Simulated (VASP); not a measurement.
Write the native input for VASP 6.6.1 that does the following.

- Task: single point
- Functional: PBEsol
- Potentials or basis: VASP PAW PBE potentials, release 64 (Ag, O)
- Cutoff: 520 eV
- k mesh: 12 × 12 × 8
- Occupations: gaussian, width 0.1 eV
- Spin: no spin polarisation
- Dipole correction: no
- Further INCAR settings: ALGO = Fast; EDIFF = 1e-06; NBANDS = 25

The structure of AgO lies in POSCAR:

```
AgO
1.0
    2.5860280164      2.5860280164      0.0000000000
   -2.5860280164      2.5860280164      0.0000000000
    0.0000000000      0.0000000000      5.1720560328
Ag O
2 2
Direct
    0.0000000000      0.0000000000      0.0000000000
    0.5000000000      0.5000000000      0.5000000000
    0.5000000000      0.0000000000      0.2500000000
    0.0000000000      0.5000000000      0.7500000000
```

The cell isn't the ideal one: equal strain along all axes, cell held, atoms relaxed: +4.5 %.

These files were run (other wordings do the same):

INCAR

```
ALGO     = Fast           # electronic algorithm
EDIFF    = 1E-6           # SCF threshold, eV
ENCUT    = 520            # plane-wave cutoff, eV
GGA      = PS             # functional
ISIF     = 2              # what is computed and relaxed
ISMEAR   = 0              # smearing method
LASPH    = T              # aspherical terms in the spheres
LCHARG   = T              # write CHGCAR
LELF     = T              # ELF
LREAL    = F              # projectors in reciprocal space
LVHAR    = T            
LWAVE    = F              # write WAVECAR
NBANDS   = 25             # bands
NELM     = 100            # most SCF steps
PREC     = Accurate       # precision mode
SIGMA    = 0.1            # smearing width, eV
```

KPOINTS

```
k-points
0
Gamma
  12 12 8
```

Potentials or basis: VASP PAW PBE potentials, release 64 (Ag, O).

Command:

```bash
$ cat potpaw_PBE.64/Ag/POTCAR potpaw_PBE.64/O/POTCAR > POTCAR
$ mpirun -np 1 vasp_std > vasp.out
```

It gave:

```json
{"Pressure": "-10.3 GPa", "Band gap on the k mesh": "none (metal or under the smearing width)"}
```

Caveat: the PAW data sets were made with another functional, which shifts forces and pressure a little.

Run time: 88 s on 1 thread of Intel(R) Xeon(R) 6975P-C (Granite Rapids), on a shared host, peak memory 0.32 GiB.
